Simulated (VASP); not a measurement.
# TiC3 (P6/mmm) in VASP: settings compared, part 2 of 2

VASP 6.6.1.

### 3 Relaxation of cell and atoms, PBE

This run uses another cell than the first one, of 8.22 Å³/atom, 1.005 times its volume.

INCAR reads:

```
SYSTEM = TiC3
PREC = Accurate ; ENCUT = 520
EDIFF = 1E-7 ; ISMEAR = 0
SIGMA = 0.1 ; LREAL = .FALSE.
LASPH = .TRUE. ; NELM = 120
ALGO = Normal ; ISIF = 3
LWAVE = .FALSE. ; LCHARG = .FALSE.
GGA = PE ; IBRION = 2
NSW = 60 ; EDIFFG = -0.005
POTIM = 0.3 ; KPAR = 4
```

KPOINTS reads:

```
Automatic mesh
0
G
  8 8 8
  0 0 0
```

POSCAR reads:

```
TiC3                                    
1.0
    4.4816671333      0.0000000000      0.0000000000
   -2.2408335717      3.8812375912     -0.0000000000
   -0.0000000000      0.0000000000      3.7793977210
  Ti              C             
     2     6
Direct
     0.3333333300000021    0.6666666699999979    0.0000000000000000
     0.6666666699999979    0.3333333300000021    0.0000000000000000
     0.6678366773678006    0.0000000000000002    0.5000000000000000
     0.6678366773678006    0.6678366773678007    0.5000000000000000
     0.0000000000000000    0.3321633226321994    0.5000000000000000
     0.3321633226321992    0.3321633226321993    0.5000000000000000
     0.3321633226321992    0.9999999999999999    0.5000000000000000
     0.0000000000000000    0.6678366773678006    0.5000000000000000
```

Potentials or basis: VASP PAW PBE potentials, release 64 (Ti_sv, C).

Started as:

```
cat potpaw_PBE.64/Ti_sv/POTCAR potpaw_PBE.64/C/POTCAR > POTCAR
mpirun -np 4 vasp_std > vasp.out
```

OUTCAR:

```text
SYSTEM = TiC3
   PREC = Accurate
   ENCUT = 520
   EDIFF = 1E-7
   ISMEAR = 0
   LREAL = .FALSE.
   LASPH = .TRUE.
   NELM = 120
   ISIF = 3
   GGA = PE
   IBRION = 2
   NSW = 60
   EDIFFG = -0.005
   POTIM = 0.3

 ion  position               nearest neighbor table
   1  0.333  0.667  0.000-   8 2.41   8 2.41   7 2.41   7 2.41   3 2.41   3 2.41   5 2.41   5 2.41
                             4 2.41   4 2.41   6 2.41   6 2.41   2 2.59   2 2.59   2 2.59
   2  0.667  0.333  0.000-   5 2.41   5 2.41   3 2.41   3 2.41   7 2.41   7 2.41   8 2.41   8 2.41
                             6 2.41   6 2.41   4 2.41   4 2.41   1 2.59   1 2.59   1 2.59
   3  0.668  0.000  0.500-   5 1.49   4 1.49   7 1.50   2 2.41   2 2.41   1 2.41   1 2.41
   4  0.668  0.668  0.500-   8 1.49   3 1.49   6 1.50   1 2.41   1 2.41   2 2.41   2 2.41
   5  0.000  0.332  0.500-   3 1.49   6 1.49   8 1.50   2 2.41   2 2.41   1 2.41   1 2.41
   6  0.332  0.332  0.500-   5 1.49   7 1.49   4 1.50   2 2.41   2 2.41   1 2.41   1 2.41
   7  0.332  0.000  0.500-   8 1.49   6 1.49   3 1.50   1 2.41   1 2.41   2 2.41   2 2.41
   8  0.000  0.668  0.500-   7 1.49   4 1.49   5 1.50   1 2.41   1 2.41   2 2.41   2 2.41

  LATTYP: Found a hexagonal cell.
 ALAT       =     4.4816671333
[... 208 lines left out ...]
      3     -22.6620      2.00000
      4     -22.6620      2.00000
      5     -22.6045      2.00000
      6     -22.3661      2.00000
[... 757 lines left out ...]
     28      13.0594      0.00000
     29      13.4425      0.00000

 [... further k-points ...]

------------------------ aborting loop because EDIFF is reached ----------------------------------------

  FORCE on cell =-STRESS in cart. coord.  units (eV):
  Direction    XX          YY          ZZ          XY          YZ          ZX
  --------------------------------------------------------------------------------------
  -------------------------------------------------------------------------------------
  Total       -0.0274488     -0.0274488     -0.0106001      0.0000000     -0.0000000      0.0000000
  in kB       -0.6689631     -0.6689631     -0.2583384      0.0000000     -0.0000000      0.0000000
  external PRESSURE =      -0.5320882 kB  Pullay stress =       0.0000000 kB

 VOLUME and BASIS-vectors are now :
 -----------------------------------------------------------------------------
  energy-cutoff  :      520.00
  volume of cell :       65.74
      direct lattice vectors                 reciprocal lattice vectors
     4.481667133  0.000000000  0.000000000     0.223131252  0.128824889  0.000000000
    -2.240833572  3.881237591  0.000000000     0.000000000  0.257649777  0.000000000
     0.000000000  0.000000000  3.779397721     0.000000000  0.000000000  0.264592423

 POSITION                                       TOTAL-FORCE (eV/Angst)
 -----------------------------------------------------------------------------------
     -0.00000      2.58749      0.00000        -0.000000     -0.000000     -0.000000
      2.24083      1.29375      0.00000        -0.000000     -0.000000     -0.000000
      2.99302      0.00000      1.88970        -0.002305     -0.000000     -0.000000
      1.49651      2.59203      1.88970        -0.001152     -0.001996      0.000000
     -0.74432      1.28920      1.88970        -0.001152      0.001996      0.000000
      0.74432      1.28920      1.88970         0.001152      0.001996      0.000000
      1.48865      0.00000      1.88970         0.002305     -0.000000     -0.000000
     -1.49651      2.59203      1.88970         0.001152     -0.001996     -0.000000
 -----------------------------------------------------------------------------------
    total drift:                                0.000000      0.000000      0.000000

  FREE ENERGIE OF THE ION-ELECTRON SYSTEM (eV)
  ---------------------------------------------------
  free  energy   TOTEN  =       -68.3464362780 eV

  energy  without entropy=      -68.3273608638  energy(sigma->0) =      -68.33689857

 reached required accuracy - stopping structural energy minimisation
```

It took 16 s on 4 MPI ranks of AMD EPYC 9R45 (Zen 5), shared host; peak memory 0.21 GiB.

What came out:

| Item | Value |
| --- | --- |
| Free energy | -68.3464 eV |
| Pressure after relaxing | -0.1 GPa |
| Band gap on the k mesh | none (metal or under the smearing width) |

Forces on the atoms (eV/Å):
```
Ti   0.000  0.000  0.000
Ti   0.000  0.000  0.000
C   -0.002  0.000  0.000
C   -0.001 -0.002  0.000
C   -0.001  0.002  0.000
C    0.001  0.002  0.000
C    0.002  0.000  0.000
C    0.001 -0.002  0.000
```

Final structure:
```yaml
crystal:
  lattice:
    - [4.48167, 0.00000, 0.00000]
    - [-2.24083, 3.88124, 0.00000]
    - [0.00000, 0.00000, 3.77940]
  atoms:
    - { symbol: Ti, position: [0.33333, 0.66667, 0.00000] }
    - { symbol: Ti, position: [0.66667, 0.33333, 0.00000] }
    - { symbol: C, position: [0.66784, 0.00000, 0.50000] }
    - { symbol: C, position: [0.66784, 0.66784, 0.50000] }
    - { symbol: C, position: [0.00000, 0.33216, 0.50000] }
    - { symbol: C, position: [0.33216, 0.33216, 0.50000] }
    - { symbol: C, position: [0.33216, 0.00000, 0.50000] }
    - { symbol: C, position: [0.00000, 0.66784, 0.50000] }
```

Levels at points of the mesh, in eV from the Fermi level:
| k point | band 21 | band 22 | band 23 | band 24 | band 25 | band 26 | band 27 | band 28 |
| --- | --- | --- | --- | --- | --- | --- | --- | --- |
| (0.00, 0.00, 0.00) | -3.88 | -3.88 | -2.82 | 0.10 | 0.10 | 0.45 | 0.45 | 2.36 |
| (0.50, 0.00, 0.00) | -1.96 | -1.60 | -1.24 | -0.67 | 0.06 | 0.18 | 1.76 | 1.76 |
| (0.00, 0.00, 0.50) | -4.27 | -4.27 | -1.55 | 0.78 | 1.11 | 1.11 | 1.21 | 1.22 |
| (0.50, 0.00, 0.50) | -4.36 | -2.30 | -0.53 | 0.02 | 0.36 | 0.95 | 1.01 | 1.88 |

Caveat: the relaxation stopped at its first step, so nothing moved.

### 4 Single point, r2SCAN

This run uses another cell than the first one, of 8.22 Å³/atom, 1.005 times its volume.

INCAR reads:

```
SYSTEM = TiC3
PREC = Accurate ; ENCUT = 520
EDIFF = 1E-6 ; ISMEAR = 0
SIGMA = 0.1 ; LREAL = .FALSE.
LASPH = .TRUE. ; NELM = 150
ALGO = Normal ; ISIF = 2
LWAVE = .FALSE. ; LCHARG = .FALSE.
METAGGA = R2SCAN ; LMIXTAU = .TRUE.
NBANDS = 34 ; KPAR = 4
```

KPOINTS is that of step 3.

POSCAR reads:

```
TiC3                                    
1.0
    4.4816671333      0.0000000000      0.0000000000
   -2.2408335717      3.8812375912      0.0000000000
    0.0000000000      0.0000000000      3.7793977210
  Ti              C             
     2     6
Direct
     0.3333333300000021    0.6666666699999979    0.0000000000000000
     0.6666666699999979    0.3333333300000021    0.0000000000000000
     0.6678366773678022    0.0000000000000000    0.5000000000000000
     0.6678366773678022    0.6678366773678022    0.5000000000000000
     0.0000000000000000    0.3321633226321978    0.5000000000000000
     0.3321633226321978    0.3321633226321978    0.5000000000000000
     0.3321633226321978    0.0000000000000000    0.5000000000000000
     0.0000000000000000    0.6678366773678022    0.5000000000000000
```

Started as:

```
cat potpaw_PBE.64/Ti_sv/POTCAR potpaw_PBE.64/C/POTCAR > POTCAR
mpirun -np 4 vasp_std > vasp.out
```

It took 84 s on 4 MPI ranks of AMD EPYC 9R45 (Zen 5), shared host; peak memory 0.23 GiB.

Results (log left out):

- Free energy: -83.0799 eV
- Pressure: -2.3 GPa
- Largest force: 0.043 eV/Å
- Band gap on the k mesh: none (metal or under the smearing width)

Forces on the atoms (eV/Å):
```
Ti   0.000  0.000  0.000
Ti   0.000  0.000  0.000
C   -0.043  0.000  0.000
C   -0.021 -0.037  0.000
C   -0.021  0.037  0.000
C    0.021  0.037  0.000
C    0.043  0.000  0.000
C    0.021 -0.037  0.000
```

Stress tensor (GPa, compression positive):
```
-3.58  0.00  0.00
 0.00 -3.58  0.00
 0.00  0.00  0.32
```

Levels at points of the mesh, in eV from the Fermi level:
```tsv
k point	band 21	band 22	band 23	band 24	band 25	band 26	band 27	band 28
(0.00, 0.00, 0.00)	-4.10	-4.10	-2.98	0.15	0.15	0.43	0.43	2.42
(0.50, 0.00, 0.00)	-2.08	-1.74	-1.36	-0.72	0.08	0.33	1.85	2.07
(0.00, 0.00, 0.50)	-4.58	-4.58	-1.69	0.87	1.26	1.26	1.36	1.36
(0.50, 0.00, 0.50)	-4.57	-2.44	-0.66	-0.04	0.38	1.24	1.29	2.20
```

Caveat: the PAW data sets were made with another functional, which shifts forces and pressure a little.
